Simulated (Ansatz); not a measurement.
Input and command of a plane-wave DFT calculation in Ansatz:

```yaml
crystal:
  lattice:
    - [-2.5429154586, 2.5429154586, 1.3851322943]
    - [2.5429154586, -2.5429154586, 1.3851322943]
    - [2.5429154586, 2.5429154586, -1.3851322943]
  atoms:
    - { symbol: Ge, position: [0.238801221, 0.7499366097, 0.4873900838] }
    - { symbol: Ge, position: [0.511198779, 0.5000633903, 0.0126099162] }
basis:
  ecutwfc: 420
kpoints:
  mp_grid: { grid: [14, 14, 14] }
hamiltonian:
  xc: lda
scf:
  occupations: { method: gaussian, width: 0.15 }
output:
  forces: true
  stress: true
  eigenvalues: true
```

```bash
ansatz run input.yaml --threads 2 --pin off --max-ram 5120MiB --backend cpu --events-out ev --progress --plain --runs-dir out
```

Processor: Arm Neoverse V1, 2 threads, on a host shared with other jobs.

Task: How long does it run, and how much memory does it take?

Result: About 24 s on 2 threads of Arm Neoverse V1, with other jobs on the host, peak memory 0.92 GiB. It solves 18 bands at 1376 k points (the mesh reduced by symmetry) with about 725 plane waves, in 6 SCF iterations.
